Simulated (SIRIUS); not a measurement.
Wanted: an ASE script for a SIRIUS 7.12.0 run.

```
Task                                        : relaxation of cell and atoms
Functional                                  : PBE
Dispersion                                  : D3(BJ)
Potentials or basis                         : PseudoDojo 0.4.1 PBE standard (scalar relativistic)
Cutoff                                      : 1152 eV
Density cutoff                              : 4606 eV
k mesh                                      : 5 × 5 × 3
Occupations                                 : fermi-dirac, width 0.05 eV
Spin                                        : no spin polarisation
Libxc names                                 : ["XC_GGA_X_PBE", "XC_GGA_C_PBE"]
Energy tol                                  : 1e-08 Ha
Density tol                                 : 1e-06
Mixer                                       : anderson
Mixing beta                                 : 0.7
Max scf                                     : 100
Radial cutoff for the potentials' integrals : 6.5 bohr
Optimizer                                   : BFGS
Fmax                                        : 0.02 eV/Å
Max steps                                   : 30
Target pressure                             : 0 GPa
```

The structure of Zn lies in Zn.xyz:

```xyz
2
Lattice="2.6700000000 0.0000000000 0.0000000000 -1.3350000000 2.3122878281 0.0000000000 0.0000000000 0.0000000000 4.9660000000" Properties=species:S:1:pos:R:3 pbc="T T T"
Zn     1.3350000001      0.7707626093      3.7245000000
Zn    -0.0000000001      1.5415252188      1.2415000000
```

One way to write it, as run:

run.py

```python
import json, subprocess
import numpy as np
from ase import Atoms
from ase.io import read
from ase.calculators.calculator import Calculator, all_changes
from ase.units import Bohr, Hartree, GPa
from ase.calculators.mixing import SumCalculator
from dftd3.ase import DFTD3
from ase.optimize import BFGS
from ase.filters import FrechetCellFilter

class Sirius(Calculator):
    """Writes sirius.json, runs sirius.scf and reads out.json."""
    implemented_properties = ["energy", "free_energy", "forces", "stress", "magmom"]

    def __init__(self, config, files):
        super().__init__()
        self.config, self.files, self.calls = config, files, 0

    def calculate(self, atoms=None, properties=["energy"], system_changes=all_changes):
        super().calculate(atoms, properties, system_changes)
        symbols = atoms.get_chemical_symbols()
        types = list(dict.fromkeys(symbols))
        order = [i for t in types for i, s in enumerate(symbols) if s == t]
        frac = atoms.get_scaled_positions(wrap=False)
        m = atoms.get_initial_magnetic_moments()
        m = m if m.ndim == 2 else np.c_[0 * m, 0 * m, m]
        spin = self.config["parameters"]["num_mag_dims"] > 0
        rows = {t: [list(frac[i]) + (list(m[i]) if spin else []) for i in order if symbols[i] == t] for t in types}
        cell = {"lattice_vectors": (atoms.cell[:] / Bohr).tolist(), "atom_types": types, "atom_files": self.files, "atoms": rows}
        json.dump({**self.config, "unit_cell": cell}, open("sirius.json", "w"), indent=1)
        self.calls += 1
        with open(f"sirius_{self.calls:03d}.out", "w") as log:
            subprocess.run(["sirius.scf", "--input=sirius.json", "--output=out.json"], stdout=log, stderr=subprocess.STDOUT, check=True)
        gs = json.load(open("out.json"))["ground_state"]
        if not gs["converged"]:
            raise RuntimeError("SCF did not converge")
        self.results = {"energy": gs["energy"]["free"] * Hartree, "free_energy": gs["energy"]["free"] * Hartree}
        if "forces" in gs:
            f = np.zeros((len(atoms), 3))
            f[order] = np.array(gs["forces"]) * Hartree / Bohr
            self.results["forces"] = f
        if "stress" in gs:
            s = np.array(gs["stress"]) * Hartree / Bohr**3
            self.results["stress"] = s.flat[[0, 4, 8, 5, 2, 1]]
        if spin:
            self.results["magmom"] = gs["magnetisation"]["total"][2]

atoms = read("Zn.xyz")

config = {
    "control": {
        "processing_unit": 'cpu',
        "verbosity": 1,
        "print_forces": True,
        "print_stress": True,
    },
    "parameters": {
        "electronic_structure_method": 'pseudopotential',
        "xc_functionals": ['XC_GGA_X_PBE', 'XC_GGA_C_PBE'],
        "gk_cutoff": 9.2,
        "pw_cutoff": 18.4,
        "ngridk": [5, 5, 3],
        "shiftk": [0, 0, 0],
        "smearing": 'fermi_dirac',
        "smearing_width": 0.0018374661,
        "num_bands": 29,
        "num_mag_dims": 0,
        "num_dft_iter": 100,
        "energy_tol": 1e-08,
        "density_tol": 1e-06,
    },
    "iterative_solver": {
        "type": 'davidson',
        "min_tolerance": 1e-10,
    },
    "mixer": {
        "type": 'anderson',
        "beta": 0.7,
        "max_history": 8,
    },
    "settings": {
        "tol_ne": 1e-10,
        "pseudo_grid_cutoff": 6.5,
    },
}
dft = Sirius(config, {'Zn': 'Zn.json'})
atoms.calc = SumCalculator([dft, DFTD3(method="pbe", damping="d3bj")])
results = {"symbols": atoms.get_chemical_symbols(), "cell": atoms.cell[:].tolist(), "frac": atoms.get_scaled_positions(wrap=False).tolist(), "steps": []}

def note():
    results["steps"].append({"energy": atoms.get_potential_energy(), "cell": atoms.cell[:].tolist(), "positions": atoms.positions.tolist(),
                             "forces": atoms.get_forces().tolist(), "stress": atoms.get_stress().tolist()})
    json.dump(results, open("results.json", "w"))

opt = BFGS(FrechetCellFilter(atoms, scalar_pressure=0.0 * GPa))
opt.attach(note)
results["converged"] = bool(opt.run(fmax=0.02, steps=30))
print("converged:", results["converged"])
print("cell parameters:", atoms.cell.cellpar().round(5))
print("volume per atom (A^3):", round(atoms.get_volume() / len(atoms), 4))
print(atoms.get_scaled_positions().round(6))
json.dump(results, open("results.json", "w"))
```

Potentials or basis: PseudoDojo 0.4.1 PBE standard (scalar relativistic).

Run with:

```console
$ upf_to_json Zn.upf
$ OMP_NUM_THREADS=4 python run.py
```

It gave:

| Quantity | Value |
| --- | --- |
| Relaxed volume | 14.05 Å³/atom |
| Relaxed cell | a = 2.707 Å, b = 2.707 Å, c = 4.431 Å, α = 90.00°, β = 90.00°, γ = 120.00° |
| Space group after relaxing (to 0.05 Å) | P6_3/mmc (No. 194) |
| Energy gained by relaxing | 64.5 meV/atom |
| Ionic steps | 9 |
| Pressure after relaxing | 0.0 GPa |
| Band gap on the k mesh | none (metal or under the smearing width) |
| Dispersion energy per atom | -0.435 eV |

Caveat: the k mesh is coarse (spacing up to 0.54 Å⁻¹), so the values aren't converged; pairwise dispersion overbinds metals, which lowers pressure and volume.

Run time: 57 s on 4 threads of Intel(R) Xeon(R) Platinum 8259CL CPU @ 2.50GHz (Skylake/Cascade Lake), on a shared host, peak memory 0.17 GiB.
